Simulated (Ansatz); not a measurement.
# Ti2C: how the energy converges with the cutoff

Ti2C, P1, a = 5.136 Å, b = 5.193 Å, c = 5.170 Å, α, β, γ = 34.7°, 34.7°, 34.3°. Ansatz: r2SCAN, PAW, cutoff varied, Γ-centred 12×12×12 mesh on 3 atoms, Gaussian smearing 0.10 eV; no spin polarisation. Single points at one geometry with displaced atoms, the cutoff alone changed; ΔE is the energy at zero smearing over the run at 600 eV. The runs up to 350 eV lie under the cutoff recommended for these PAW datasets.

```tsv
cutoff (eV)	ΔE (meV/atom)
200	3707.92
250	?
300	126.89
350	15.99
500	1.57
```

**Question.** Assume ΔE falls exponentially with the cutoff, fit y = ln ΔE against x, the cutoff in eV, to the other rows, and predict the missing value.

**Answer.** y = 8.218, 4.843, 2.772, 0.451. Means x = 337.5, y = 4.0710; Σ(Δx)² = 46875, ΣΔxΔy = -1204; the slope is their ratio. y = 12.74 − 0.02568 x, a factor of ten per 90 eV. At 250 eV this gives ΔE = 555.57 meV/atom. The run gave 811.23, a ratio of 0.68. Between neighbouring rows the decay runs from a factor of ten per 56 eV to one per 149 eV, so one exponential is only a rough guide. The fast fall gives way to a slow tail, so a fit to low cutoffs promises convergence too early.

Cost: 6 runs of about 8.6 core-minutes in all, on Arm Neoverse V1 (shared hosts).